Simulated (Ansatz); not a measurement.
# CuO (P4/mmm) in Ansatz: a series of runs

One crystal, CuO, is run at these levels: PBE, PBEsol+U, r2SCAN; tasks: band structure.

Everything below comes from runs of Ansatz 0.2.0. Logs are shortened: lines on timing, memory, paths and dates and some standing lists are left out, and cuts for length are marked.

### Step 1. The structure

Symmetry: P4/mmm, No. 123, tetragonal system. The conventional cell has a = 4.161 Å, b = 4.161 Å, c = 3.888 Å, α = 90.00°, β = 90.00°, γ = 90.00°. Cu (site symmetry mmm) has 4 O at 1.94 to 2.08 Å as nearest neighbours. Around Cu (site symmetry 4/mmm) lie 6 O at 1.94 to 2.08 Å. O (site symmetry 4/mmm) is surrounded by 6 Cu at 1.94 to 2.08 Å. O (site symmetry mmm) is surrounded by 4 Cu at 1.94 to 2.08 Å.

Measurements of this composition are mostly on another form, of space group No. 15.

### Step 2. Band structure, PBE

The input, input.yaml:

```yaml
crystal:
  lattice:
    - [4.160937, 0.0, 0.0]
    - [0.0, 4.160937, 0.0]
    - [0.0, 0.0, 3.887643]
  atoms:
    - { symbol: Cu, position: [0.5, 0.0, 0.5] }
    - { symbol: Cu, position: [0.0, 0.5, 0.5] }
    - { symbol: Cu, position: [0.0, 0.0, 0.0] }
    - { symbol: O, position: [0.0, 0.0, 0.5] }
    - { symbol: O, position: [0.5, 0.0, 0.0] }
    - { symbol: O, position: [0.0, 0.5, 0.0] }
hamiltonian:
  xc: pbe
  pseudopotentials: { kind: paw }
kpoints:
  mp_grid: { grid: [7, 7, 7] }
  band_path:
    path:
      - [[0.0, 0.0, 0.0], [0.0, 0.5, 0.0], [0.5, 0.5, 0.0], [0.0, 0.0, 0.0], [0.0, 0.0, 0.5], [0.0, 0.5, 0.5], [0.5, 0.5, 0.5], [0.0, 0.0, 0.5]]
      - [[0.0, 0.5, 0.0], [0.0, 0.5, 0.5]]
      - [[0.5, 0.5, 0.0], [0.5, 0.5, 0.5]]
    npoints: 14
scf:
  occupations: { method: fermi_dirac, width: 0.05 }
  n_extra_bands: 15
output:
  forces: true
  stress: true
  eigenvalues: true
  fatbands: true
```

Potentials or basis: Ansatz PAW.

Started as:

```bash
$ ansatz run input.yaml --threads 2 --pin off --max-ram 5632MiB --backend cpu --events-out ev --progress --plain --runs-dir out
```

The program printed:

```text
Warning: RAYON_NUM_THREADS=2 ignored (pool sized by the plan → 2); use --threads N
scf.n_extra_bands = 15 over 38 filled bands (N_el = 75.0): the run solves 53 bands
Engine: ansatz 0.2.0, aarch64-unknown-linux-gnu
Pseudopotentials: kind: paw
Pseudopotential: Cu, paw, valence charge 19, recommended cutoff 420 eV (normal), Cu.paw.azcp
Pseudopotential: O, paw, valence charge 6, recommended cutoff 420 eV (normal), O.paw.azcp
Functional definition: PBE
  parameter kappa = 0.804
  parameter beta = 0.06672455060314922
  exchange = pbe_x(kappa = kappa, mu = beta*pi^2/3)
  correlation = pbe_c(beta = beta)
Crystal: 6 atoms, lattice volume = 67.308 Å³
Basis set: ecut = 420 eV, 1309 PW (Γ), exchange–correlation on 60×60×54 points (8 copies of the dense FFT grid, shifted against one another)
Bands: 53, of which v1, the nominal top of the filled ones, is band 38 counted from 1 (37 counted from 0)
Symmetry: 16 space group operations
Space group: P4/mmm (ITA 123), of the structure as read, at distance tolerance 4.1e-5 Å
k-points: 40 of 343
Non-local potential: Cu, projectors of the file, l = 0: 3, l = 1: 2, l = 2: 3, l = 3: 1
Non-local potential: O, projectors of the file, l = 0: 2, l = 1: 2, l = 2: 1
PAW form: soft (Blöchl's): semilocal exchange-correlation on the pseudo side does not see the compensation charge
PAW one-centre angular grid: Cu, 590 points (default); XC on 64 Gauss nodes
PAW one-centre angular grid: O, 110 points (default); XC on 64 Gauss nodes
Initial density: superposition of atomic densities (neutral atoms: chi_scale 0, normalization atom), corrected by the library's trained network
Initial wavefunctions: pseudopotential atomic-orbital guess
Functional: x = pbe(κ = 0.804, μ = 0.2195149727645171), c = pbe(β = 0.06672455060314922)
SCF iter   1: F=—  HF=-21572.179229 eV  |F-HF|=—  |Δ(HF+E_count)|=         —  Δρ=7.13e-3  dr2=2.93e-2  ethr=1.77e-3  ⟨swp⟩=5.6  Hψ=7984  notcnv=0  defer=65
preconditioner: auto → LDOS  [metal: Δε(μ)=0.016 eV  Ē_g=15.390 eV  σ=0.050 eV  W_gap=0.08  n_scr=26 (ndim 8)  ℏωp=32.3 eV  f_vac=0.127  D(μ)=3.55/eV (n_scr^D=30)  β→1.0]
SCF iter   2: F=—  HF=-21572.177712 eV  |F-HF|=—  |Δ(HF+E_count)|=   1.52e-3  Δρ=2.48e-3  dr2=2.07e-3  ethr=3.91e-5  ⟨swp⟩=2.1  Hψ=3334  notcnv=0  defer=336
SCF iter   3: F=—  HF=-21572.178786 eV  |F-HF|=—  |Δ(HF+E_count)|=   1.07e-3  Δρ=3.51e-3  dr2=4.81e-3  ethr=2.76e-6  ⟨swp⟩=2.0  Hψ=3445  notcnv=0  defer=336
SCF iter   4: F=—  HF=-21572.177559 eV  |F-HF|=—  |Δ(HF+E_count)|=   1.23e-3  Δρ=4.29e-4  dr2=1.10e-4  ethr=2.76e-6  ⟨swp⟩=2.0  Hψ=3099  notcnv=0  defer=336
SCF iter   5: F=—  HF=-21572.177554 eV  |F-HF|=—  |Δ(HF+E_count)|=   4.89e-6  Δρ=1.32e-4  dr2=9.13e-6  ethr=1.47e-7  ⟨swp⟩=2.3  Hψ=2464  notcnv=0  defer=336
SCF iter   6: F=—  HF=-21572.177472 eV  |F-HF|=—  |Δ(HF+E_count)|=   8.21e-5  Δρ=3.61e-5  dr2=7.63e-7  ethr=1.22e-8  ⟨swp⟩=2.1  Hψ=2806  notcnv=0  defer=336
SCF iter   7: F=—  HF=-21572.177472 eV  |F-HF|=—  |Δ(HF+E_count)|=   3.35e-8  Δρ=2.05e-5  dr2=2.14e-7  ethr=1.33e-10  ⟨swp⟩=9.6  Hψ=10576  notcnv=0
SCF iter   8: F=-21572.177472 eV  HF=-21572.177472 eV  |F-HF|=7.65e-8  |Δ(HF+E_count)|=   9.83e-9  Δρ=1.18e-5  dr2=6.69e-8  ethr=1.33e-10  ⟨swp⟩=4.3  Hψ=6160  notcnv=0
SCF 1 converged in 8 iterations: F = -21572.177472 eV  dr2 = 6.69e-8
NSCF: frozen V_eff on 129 k-points
SCF converged after 8 iterations
Free energy (F): -21572.177472 eV
Harris-Foulkes:  -21572.177472 eV  (|F-HF|=7.65e-8)
Internal energy: -21572.147176 eV  (E = F + TS)
E sigma→0 (E₀):  -21572.162324 eV
Entropy (-TS):   -0.030297 eV (-5.049 meV/atom)
Fermi energy:    10.034731 eV
--- Per-component energies (eV) ---
  E_band       = -1416.750115
  E_kinetic    = 1411.841433
  E_local      = -16077.890741  (includes V_loc(G=0)·N_el)
  E_nonlocal   = 1322.754066
  E_hartree    = 7005.220915
  E_xc         = -484.137272
  E_vxc        = -621.372762  (∫ρ·V_xc dr)
  E_paw        = -5463.103736  (= ΣΔE_a)
  E_vpaw       = -1462.512888  (= ΣTr[D̂ρ^β])
  E_aug_tail   = 0.008043  (compensation charges beyond the density's cutoff)
  E_ewald      = -9286.839884
  E_smearing   = -0.030297  (= −TS)
  E_closure    = -0.000000  (closes the sum)
  Σ components = -21572.177472   (vs F -21572.177472, Δ=0.00e0)
--- Forces (eV/Å), atoms counted from 1 ---
  atom   1  Cu    -0.00000000    -0.00000000    -0.00000000
  atom   2  Cu    -0.00000000     0.00000000     0.00000000
  atom   3  Cu     0.00000000     0.00000000     0.00000000
  atom   4  O     -0.00000000     0.00000000     0.00000000
  atom   5  O      0.00000000    -0.00000000     0.00000000
  atom   6  O      0.00000000    -0.00000000     0.00000000
  max |Σ_I F_I| component: 4.71e-28 eV/Å
--- Stress (GPa, compression-positive) ---
        2.092425       0.000000       0.000000
        0.000000       2.092425       0.000000
        0.000000       0.000000       1.076689
  P = ⅓ Tr σ = 1.7538 GPa (17.538 kbar)
--- Band table (eV; the first three rows and the last of 40) ---
  k-point 0: bands = ["-102.5988", "-102.0956", "-102.0946", "-60.0399", "-59.9352", "-59.9352", "-59.6154", "-59.6142", "-59.5304", "-59.5304", "-59.2979", "-59.2979", "-9.8017", "-7.7704", "-7.3428", "4.0932", "4.2440", "4.2440", "6.7369", "6.7369", "6.7958", "7.0632", "7.1514", "7.1522", "7.2281", "7.2281", "7.6971", "7.7191", "7.7766", "8.0038", "8.0038", "8.2487", "8.2820", "8.2820", "8.5104", "8.5592", "8.5592", "8.5674", "8.6586", "11.3186", "16.0924", "17.5369", "18.8005", "18.8005", "21.1385", "21.7155", "23.4296", "24.3448", "24.3448", "25.7372", "25.7372", "28.0235", "28.0572"]
  k-point 1: bands = ["-102.5988", "-102.0956", "-102.0946", "-60.0399", "-59.9351", "-59.9351", "-59.6155", "-59.6142", "-59.5304", "-59.5304", "-59.2979", "-59.2979", "-9.7339", "-7.7790", "-7.3019", "3.8207", "4.2659", "4.2659", "6.1105", "6.1401", "6.2679", "6.2679", "7.0951", "7.1872", "7.5841", "7.5841", "7.7461", "7.7774", "7.7774", "7.8093", "8.2340", "8.2683", "8.3506", "8.3506", "8.5106", "8.8106", "8.9492", "8.9492", "9.0544", "12.0055", "16.4148", "17.9672", "18.5838", "18.5838", "20.3410", "22.5274", "23.5690", "23.9041", "23.9041", "26.1017", "26.1017", "26.4354", "29.0868"]
  k-point 2: bands = ["-102.5988", "-102.0956", "-102.0945", "-60.0399", "-59.9351", "-59.9351", "-59.6156", "-59.6142", "-59.5305", "-59.5305", "-59.2978", "-59.2978", "-9.5684", "-7.8113", "-7.2075", "3.3750", "4.3379", "4.3379", "4.8912", "5.1636", "5.6992", "5.6992", "7.1812", "7.2264", "7.3276", "7.3276", "7.6630", "7.8763", "8.0807", "8.0807", "8.1945", "8.5110", "8.6168", "8.6168", "8.6697", "9.0753", "9.4615", "9.4615", "9.6843", "13.4616", "17.0711", "18.1085", "18.1085", "19.1014", "19.5628", "23.3754", "23.3754", "23.7463", "23.9950", "24.9285", "26.1978", "26.1978", "27.2469"]
  k-point 39: bands = ["-102.5988", "-102.0951", "-102.0951", "-60.0401", "-59.9353", "-59.9353", "-59.6148", "-59.6148", "-59.5356", "-59.5251", "-59.3028", "-59.2931", "-9.1950", "-7.3945", "-7.3567", "2.1826", "2.7518", "2.7602", "4.6961", "4.7697", "4.7736", "4.9883", "5.3206", "7.4495", "7.7375", "7.7874", "7.9619", "8.0225", "8.0253", "8.1848", "8.6247", "8.8338", "8.9728", "9.5694", "10.1174", "11.0472", "11.0962", "11.1541", "11.1814", "12.2836", "16.8741", "18.0963", "18.1718", "19.1213", "19.1387", "21.4019", "21.6081", "24.1104", "25.9215", "26.2190", "26.8071", "26.9411", "27.9441"]
```

Run time: 14 s. Hardware: 2 threads of Arm Neoverse V1, shared host; peak memory 0.42 GiB.

What came out:

* Free energy: -21572.1775 eV
* Pressure: 1.8 GPa
* Band gap on the k mesh: none (metal or under the smearing width)

Levels at the corners of the path, in eV from the Fermi level:
```csv
point,band 34,band 35,band 36,band 37,band 38,band 39,band 40,band 41,band 42,band 43
Γ,-1.75,-1.52,-1.48,-1.48,-1.47,-1.38,1.28,6.06,7.50,8.77
X,-1.65,-1.56,-1.49,-1.01,-0.72,-0.64,3.80,3.95,8.46,8.53
M,-1.44,-1.41,-0.78,-0.48,-0.48,0.95,3.58,6.23,6.23,8.40
Γ,-1.75,-1.52,-1.48,-1.48,-1.47,-1.38,1.28,6.06,7.50,8.77
Z,-1.15,-1.15,-0.76,-0.20,-0.20,0.01,5.08,6.74,7.65,7.65
R,-1.10,-0.82,-0.46,-0.10,1.16,1.23,4.64,6.47,7.53,8.19
A,-0.39,0.15,1.20,1.21,1.28,1.28,1.90,6.93,8.30,8.30
Z,-1.15,-1.15,-0.76,-0.20,-0.20,0.01,5.08,6.74,7.65,7.65
X,-1.65,-1.56,-1.49,-1.01,-0.72,-0.64,3.80,3.95,8.46,8.53
R,-1.10,-0.82,-0.46,-0.10,1.16,1.23,4.64,6.47,7.53,8.19
M,-1.44,-1.41,-0.78,-0.48,-0.48,0.95,3.58,6.23,6.23,8.40
A,-0.39,0.15,1.20,1.21,1.28,1.28,1.90,6.93,8.30,8.30
```

Caveat: the pressure holds a Pulay correction of +0.7 GPa for the finite cutoff; an odd number of electrons without spin polarisation forces a metal; a magnetic or distorted state may lie lower; the run has no spin polarisation, though such a crystal can be magnetic; semilocal functionals often make such compounds metallic where correlation or magnetic order opens a gap, which also shifts bond lengths. With open d or f shells a metallic result of PBE can be an artefact of self-interaction; +U or a hybrid may open a gap.

### Step 3. Band structure, PBEsol+U

Changes to input.yaml since step 2:

```diff
@@ -13,4 +13,5 @@
 hamiltonian:
-  xc: pbe
+  xc: pbesol
   pseudopotentials: { kind: paw }
+  hubbard: { sites: [{ species: Cu, l: d, u_eff: 4.5 }] }
 kpoints:
@@ -30,2 +31,6 @@
   eigenvalues: true
-  fatbands: true
+  fatbands: false
+  write_density: true
+  write_potential: true
+  elf: true
+  volumetric_format: npy
```

Potentials or basis: Ansatz PAW.

Started as:

```bash
$ ansatz run input.yaml --threads 2 --pin off --max-ram 5632MiB --backend cpu --events-out ev --progress --plain --runs-dir out
```

Run time: 14 s. Hardware: 2 threads of Arm Neoverse V1, shared host; peak memory 0.62 GiB.

Results (log left out):

- Free energy: -21440.1416 eV
- Pressure: -3.0 GPa
- Band gap on the k mesh: none (metal or under the smearing width)

Stress tensor (GPa, compression positive):
```
-2.89  0.00  0.00
 0.00 -2.89  0.00
 0.00  0.00 -3.16
```

Levels at the corners of the path, in eV from the Fermi level:
```tsv
point	band 35	band 36	band 37	band 38	band 39	band 40	band 41	band 42
Γ	-2.43	-1.88	-1.66	-1.15	-1.15	1.67	6.62	8.12
X	-1.80	-1.76	-0.98	-0.81	-0.72	4.33	4.40	8.98
M	-1.65	-0.68	-0.68	-0.46	1.00	4.04	6.75	6.75
Γ	-2.43	-1.88	-1.66	-1.15	-1.15	1.67	6.62	8.12
Z	-1.40	-0.85	-0.22	-0.22	-0.07	5.48	7.12	8.17
R	-0.87	-0.57	-0.15	1.24	1.32	5.09	6.92	8.10
A	0.22	1.25	1.29	1.37	1.37	2.40	7.42	8.72
Z	-1.40	-0.85	-0.22	-0.22	-0.07	5.48	7.12	8.17
X	-1.80	-1.76	-0.98	-0.81	-0.72	4.33	4.40	8.98
R	-0.87	-0.57	-0.15	1.24	1.32	5.09	6.92	8.10
M	-1.65	-0.68	-0.68	-0.46	1.00	4.04	6.75	6.75
A	0.22	1.25	1.29	1.37	1.37	2.40	7.42	8.72
```

Eigenvalues of the final occupation matrices:
```tsv
site	spin	trace	eigenvalues
site 1	1	4.80	0.84 0.98 0.99 0.99 1.00
site 2	1	4.80	0.84 0.98 0.99 0.99 1.00
site 3	1	4.71	0.84 0.87 1.00 1.00 1.00
```

Caveat: the pressure holds a Pulay correction of +0.7 GPa for the finite cutoff; an odd number of electrons without spin polarisation forces a metal; a magnetic or distorted state may lie lower; the run has no spin polarisation, though such a crystal can be magnetic; U without spin polarisation on a metal has little footing; the PAW data sets come from PBE, with cores solved anew for the run's functional, which leaves a small shift of forces and pressure.

[end of part 1 of 2]
